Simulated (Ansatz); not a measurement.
KF in the zincblende structure, relaxed with r2SCAN in Ansatz 0.2.0. The symmetry is F-43m (No. 216, cubic); conventional cell a = 5.871 Å, 25.29 Å³ an atom. K has 4 F at 2.54 Å; F has 4 K at 2.54 Å.

The axes x, y and z are those of this cell:
```xyz
2
Lattice="0.0000 2.9354 2.9354 2.9354 0.0000 2.9354 2.9354 2.9354 0.0000" Properties=species:S:1:pos:R:3 pbc="T T T"
K     0.0000    0.0000    0.0000
F     1.4677    1.4677    1.4677
```

Unstrained: With PBE the valence top lies at W and the conduction bottom at Γ, 5.169 eV higher; the smallest vertical gap, at Γ, is 5.380 eV. With r2SCAN the valence top lies at W and the conduction bottom at Γ, 5.748 eV higher; the smallest vertical gap, at Γ, is 5.957 eV. With HSE06 the valence top lies at W and the conduction bottom at Γ, 7.038 eV higher; the smallest vertical gap, at Γ, is 7.256 eV. Meshes: PBE 8×8×8, r2SCAN 8×8×8, HSE06 6×6×6. Strains are changes of length per length, and xy shears are angles. After each strain the atoms were relaxed again with r2SCAN within the symmetry that the strain leaves, so tilts or polar shifts that break it weren't tested; points keep the names that they have in the unstrained zone. Note: simulated data, non-magnetic, for a generated structure that need not be the stable one.

(1) Apply uniaxial +2.43 % along z, other directions held. How far does the gap move, against the unstrained cell?

(2) Apply xy shear, engineering strain (angle) -2.67 %. How far does the gap move, against the unstrained cell?

(3) Apply isotropic -1.09 % on every length. How far does the gap move, against the unstrained cell?

Answers

(1) PBE: the gap goes from 5.169 to 5.100 eV (-0.069 eV); the edges go from W → Γ to (3/8, -1/2, -1/8) → Γ. r2SCAN: the gap goes from 5.748 to 5.686 eV (-0.062 eV); the edges go from W → Γ to (3/8, -1/2, -1/8) → Γ. The r2SCAN energy rises by 1.0 meV an atom.

(2) PBE: the gap goes from 5.169 to 5.165 eV (-0.004 eV); the edges move from W → Γ to X → Γ. r2SCAN: the gap goes from 5.748 to 5.744 eV (-0.004 eV); the edges move from W → Γ to X → Γ. The r2SCAN energy rises by 0.4 meV an atom.

(3) PBE: the gap goes from 5.169 to 5.259 eV (+0.090 eV). r2SCAN: the gap goes from 5.748 to 5.829 eV (+0.081 eV). HSE06: the gap goes from 7.038 to 7.136 eV (+0.098 eV). The r2SCAN energy rises by 2.2 meV an atom.

The meshes of the hybrids are coarse, so their gaps aren't converged to the digits shown.
